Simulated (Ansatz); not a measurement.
Ansatz input

```yaml
crystal:
  lattice:
    - [2.6434871807, 0.0, 0.0]
    - [0.0, 2.6434871807, 0.0]
    - [0.0, 0.0, 2.6434871807]
  atoms:
    - { symbol: Pd, position: [0.0, 0.0, 0.0], spin: 0.5 }
hamiltonian:
  xc: rpbe
  pseudopotentials:
    kind: paw
    azcp:
      Pd: "pseudopotentials/Pd.paw.azcp"
basis:
  ecutwfc: 420
  fft_grid_basis: typed
kpoints:
  mp_grid: { grid: [13, 13, 13], shift: [0, 0, 0] }
magnetization:
  spin_polarized: true
scf:
  occupations: { method: fermi_dirac, width: 0.05 }
  lower_state_search: "off"
output:
  stress: true
```

Terminal output

```
Engine: ansatz 0.2.0, x86_64-unknown-linux-gnu
Pseudopotentials: kind: paw
Pseudopotential: Pd, paw, valence charge 18, recommended cutoff 420 eV (normal) 
Functional definition: RPBE
  parameter kappa = 0.804
  parameter beta = 0.06672455060314922
  exchange = rpbe_x(kappa = kappa, mu = beta*pi^2/3)
  correlation = pbe_c(beta = beta)
Crystal: 1 atoms, lattice volume = 18.473 Å³
Basis set: ecut = 420 eV, 365 PW (Γ)
Bands: 14, of which v1, the nominal top of the filled ones, is band 9 counted from 1 (8 counted from 0)
Symmetry: 48 space group operations
Space group: Pm-3m (ITA 221), of the structure as read, at distance tolerance 2.6e-5 Å
Magnetic group: BNS 221.92 (UNI 1594), of the structure as read, at distance tolerance 2.6e-5 Å
k-points: 84 of 2197
Non-local potential: Pd, projectors of the file, l = 0: 2, l = 1: 2, l = 2: 2, l = 3: 1
PAW form: soft (Blöchl's): semilocal exchange-correlation on the pseudo side does not see the compensation charge
PAW frozen core: Pd, regenerated for the run's functional, and the local potential with it (the file was generated under x = pbe(κ = 0.804, μ = 0.2195149727645171), c = pbe(β = 0.06672455060314922))
PAW one-centre angular grid: Pd, 590 points (default); XC on 64 Gauss nodes
Initial density: superposition of atomic densities (chi_scale 0.1, normalization cell)
Starting moments: Σ|m| = 0.5 μB on 1 of 1 site
Initial wavefunctions: pseudopotential atomic-orbital guess
Functional: x = rpbe, c = pbe(β = 0.06672455060314922)
SCF iter   1: F=—  HF=-6980.881140 eV  |F-HF|=—  |Δ(HF+E_count)|=         —  Δρ=7.89e-2 (↑7.89e-2 ↓5.18e-2)  dr2=3.33e0  dr2_m=4.59e-2  M=0.258 μB ∫|m|=0.261 μB  β_m=0.30  ethr=3.10e-3  ⟨swp⟩=5.5  Hψ=12272  notcnv=0
SCF iter   2: F=—  HF=-6980.328260 eV  |F-HF|=—  |Δ(HF+E_count)|=   5.53e-1  Δρ=4.70e-2 (↑4.70e-2 ↓2.76e-2)  dr2=1.02e0  dr2_m=3.30e-2  M=0.212 μB ∫|m|=0.217 μB  β_m=0.30  ethr=3.10e-3  ⟨swp⟩=2.8  Hψ=5105  notcnv=0  defer=68
SCF iter   3: F=—  HF=-6980.100595 eV  |F-HF|=—  |Δ(HF+E_count)|=   2.28e-1  Δρ=1.89e-2 (↑1.58e-2 ↓1.89e-2)  dr2=5.25e-2  dr2_m=2.71e-2  M=0.159 μB ∫|m|=0.169 μB  β_m=0.30  ethr=3.10e-3  ⟨swp⟩=2.1  Hψ=3860  notcnv=0  defer=68
SCF iter   4: F=—  HF=-6980.104197 eV  |F-HF|=—  |Δ(HF+E_count)|=   3.60e-3  Δρ=1.12e-2 (↑9.08e-3 ↓1.12e-2)  dr2=2.21e-3  dr2_m=1.67e-2  M=0.144 μB ∫|m|=0.152 μB  β_m=0.30  ethr=2.92e-4  ⟨swp⟩=2.9  Hψ=5632  notcnv=0  defer=80
SCF iter   5: F=—  HF=-6980.106304 eV  |F-HF|=—  |Δ(HF+E_count)|=   2.11e-3  Δρ=8.31e-3 (↑8.10e-3 ↓8.31e-3)  dr2=1.58e-4  dr2_m=1.13e-2  M=0.126 μB ∫|m|=0.135 μB  β_m=0.30  ethr=1.23e-5  ⟨swp⟩=1.6  Hψ=2706  notcnv=0  defer=80
SCF iter   6: F=—  HF=-6980.108267 eV  |F-HF|=—  |Δ(HF+E_count)|=   1.96e-3  Δρ=6.78e-3 (↑6.78e-3 ↓6.75e-3)  dr2=3.81e-6  dr2_m=7.75e-3  M=0.110 μB ∫|m|=0.119 μB  β_m=0.30  ethr=8.76e-7  ⟨swp⟩=2.4  Hψ=3654  notcnv=0  defer=80
SCF iter   7: F=—  HF=-6980.109316 eV  |F-HF|=—  |Δ(HF+E_count)|=   1.05e-3  Δρ=5.69e-3 (↑5.65e-3 ↓5.69e-3)  dr2=3.63e-6  dr2_m=5.44e-3  M=0.097 μB ∫|m|=0.105 μB  β_m=0.30  ethr=2.12e-8  ⟨swp⟩=2.0  Hψ=3747  notcnv=0  defer=80
SCF iter   8: F=—  HF=-6980.110058 eV  |F-HF|=—  |Δ(HF+E_count)|=   7.42e-4  Δρ=4.79e-3 (↑4.77e-3 ↓4.79e-3)  dr2=1.53e-6  dr2_m=3.87e-3  M=0.085 μB ∫|m|=0.092 μB  β_m=0.30  ethr=2.01e-8  ⟨swp⟩=2.3  Hψ=3461  notcnv=0  defer=80
Mixer restart at iter 8: flushing history
spin-set hold released at iteration 8 (site moments contracting): the magnetisation degrees of freedom join the quasi-Newton model from the next iteration; the mixer history was flushed
SCF iter   9: F=—  HF=-6980.110594 eV  |F-HF|=—  |Δ(HF+E_count)|=   5.36e-4  Δρ=4.08e-3 (↑4.06e-3 ↓4.08e-3)  dr2=2.02e-6  dr2_m=2.80e-3  M=0.074 μB ∫|m|=0.081 μB  β_m=0.38  ethr=8.49e-9  ⟨swp⟩=2.6  Hψ=3848  notcnv=0  defer=80
SCF iter  10: F=—  HF=-6980.111812 eV  |F-HF|=—  |Δ(HF+E_count)|=   1.22e-3  Δρ=1.85e-3 (↑1.85e-3 ↓1.85e-3)  dr2=2.55e-7  dr2_m=5.80e-4  M=0.038 μB ∫|m|=0.042 μB  β_m=0.82  ethr=8.49e-9  ⟨swp⟩=3.0  Hψ=4602  notcnv=0  defer=80
SCF iter  11: F=—  HF=-6980.112195 eV  |F-HF|=—  |Δ(HF+E_count)|=   3.83e-4  Δρ=2.57e-4 (↑2.57e-4 ↓2.20e-4)  dr2=1.17e-6  dr2_m=8.77e-6  M=0.005 μB ∫|m|=0.006 μB  β_m=0.91  ethr=5.56e-10  ⟨swp⟩=5.2  Hψ=8540  notcnv=0
SCF iter  12: F=—  HF=-6980.112209 eV  |F-HF|=—  |Δ(HF+E_count)|=   1.36e-5  Δρ=1.39e-4 (↑9.57e-5 ↓1.39e-4)  dr2=9.38e-6  dr2_m=1.29e-7  M=-0.000 μB ∫|m|=0.000 μB  β_m=0.69  ethr=1.42e-9  ⟨swp⟩=3.0  Hψ=4635  notcnv=0  defer=80
SCF iter  13: F=—  HF=-6980.112206 eV  |F-HF|=—  |Δ(HF+E_count)|=   2.44e-6  Δρ=5.26e-5 (↑5.26e-5 ↓2.16e-5)  dr2=4.82e-7  dr2_m=1.50e-7  M=-0.001 μB ∫|m|=0.001 μB  β_m=0.62  ethr=1.42e-9  ⟨swp⟩=2.4  Hψ=4103  notcnv=0  defer=80
iter 14 did not close the SCF: its close was put off for a magnetic moment that had not settled (scf_convergence_deferred on its scf_iter line)
SCF iter  14: F=-6980.112206 eV  HF=-6980.112206 eV  |F-HF|=1.67e-9  |Δ(HF+E_count)|=   8.55e-9  Δρ=9.22e-6 (↑6.50e-6 ↓9.22e-6)  dr2=6.95e-9  dr2_m=7.15e-9  M=-0.000 μB ∫|m|=0.000 μB  β_m=0.81  ethr=5.56e-10  ⟨swp⟩=1.8  Hψ=7338  notcnv=0
iter 15 did not close the SCF: its close was put off for a magnetic moment that had not settled (scf_convergence_deferred on its scf_iter line)
SCF iter  15: F=-6980.112206 eV  HF=-6980.112206 eV  |F-HF|=5.18e-11  |Δ(HF+E_count)|=   7.22e-9  Δρ=7.48e-7 (↑7.48e-7 ↓3.56e-7)  dr2=1.28e-11  dr2_m=4.47e-11  M=0.000 μB ∫|m|=0.000 μB  β_m=0.90  ethr=3.86e-11  ⟨swp⟩=1.8  Hψ=6642  notcnv=0
SCF iter  16: F=-6980.112206 eV  HF=-6980.112206 eV  |F-HF|=9.09e-13  |Δ(HF+E_count)|=  7.28e-11  Δρ=1.28e-7 (↑1.28e-7 ↓5.29e-8)  dr2=4.16e-13  dr2_m=9.93e-13  M=0.000 μB ∫|m|=0.000 μB  ethr=1.00e-12  ⟨swp⟩=1.0  Hψ=5819  notcnv=0
WARN: the starting moments were not kept: the SCF closed with an absolute magnetisation of 8.4e-7 μB, where they sum to 0.5 μB in size (1 site). That is at most 0.1 of that sum. Measured as dr2_m measures the in/out step, that magnetisation stands 3.2e-13 eV from none, at or under the dr2_threshold of 1.0e-7 eV: it is no larger than a step whose dr2_m would equal this threshold. The system may hold no moment; this SCF shows only that its start led to no more than that. To try another start: raise the starting moments (crystal.atoms[].spin, magnetization.per_species, magnetization.initial_magnetization, or on a non-collinear deck that types none of these the spinor_matrix: blocks that start its atoms; where the total moment is fixed, keep their sum and leave initial_magnetization as it is; typed ones take the place of any that the run laid by itself, positive ones on a crystal's lanthanoids without a Hubbard term where scf.initial_density.shell_occupations: [] is typed) or, if the notice of its spin-set hold's release reads "site moments contracting" or "site moments show no strong build", lengthen the hold (scf.mixing.spin_hold: { on: { confirm: 4 } }; for m-r²SCAN on two components see the key's manual first). Each may lead to a state that holds a moment. A second SCF, from the converged charge density, with the starting moments and any scf.initial_density.shell_occupations laid on it anew, would have followed, and was not run: the deck does not ask for one (magnetization.retry_lost_moments is false, the default). To let it run, set magnetization.retry_lost_moments: true and run the deck again, where that key's refused combinations let it; where memory then withholds it, that run's warning says so.
SCF 1 converged in 16 iterations: F = -6980.112206 eV  dr2 = 4.16e-13
SCF converged after 16 iterations
Magnetization: 0.0000 μB (9.0000 up, 9.0000 down)
Absolute magnetization: 0.0000 μB (∫|ρ↑−ρ↓|, with the PAW one-centre terms)
Spin contamination: 0.0000 ħ² per cell (⟨S²⟩ above its minimum at these occupations)
Per-site moments (μB) at R_I (Å): [(4.7367164785867856e-7, 1.0904384620387502)]
Free energy (F): -6980.112206 eV
Harris-Foulkes:  -6980.112206 eV  (|F-HF|=9.09e-13)
Internal energy: -6980.099706 eV  (E = F + TS)
E sigma→0 (E₀):  -6980.105956 eV
Entropy (-TS):   -0.012500 eV (-12.500 meV/atom)
Fermi energy:    14.832405 eV
--- Per-component energies (eV) ---
  E_band       = -219.107471
  E_kinetic    = 513.848110
  E_local      = -2151.442825  (includes V_loc(G=0)·N_el)
  E_nonlocal   = 217.051817
  E_hartree    = 870.911012
  E_xc         = -167.994298
  E_vxc        = -210.239137  (∫ρ·V_xc dr)
  E_paw        = -3758.594575  (= ΣΔE_a)
  E_vpaw       = -330.147615  (= ΣTr[D̂ρ^β])
  E_aug_tail   = 0.000163  (compensation charges beyond the density's cutoff)
  E_ewald      = -2503.770268
  E_core_change = -0.108841  (= ΣΔE_core)
  E_smearing   = -0.012500  (= −TS)
  E_closure    = 0.000000  (closes the sum)
  Σ components = -6980.112206   (vs F -6980.112206, Δ=0.00e0)
--- Stress (GPa, compression-positive) ---
       -0.149642      -0.000000      -0.000000
       -0.000000      -0.149642       0.000000
       -0.000000       0.000000      -0.149642
  P = ⅓ Tr σ = -0.1496 GPa (-1.496 kbar)
```

Launched by

```sh
ansatz run input.yaml --threads 2 --pin off --max-ram 5120MiB --backend cpu --events-out ev --progress --plain --runs-dir out
```

On 2 threads of Intel(R) Xeon(R) 6975P-C (Granite Rapids) (shared host) this took about 2.4 s of wall time and 4.3 s of CPU time.
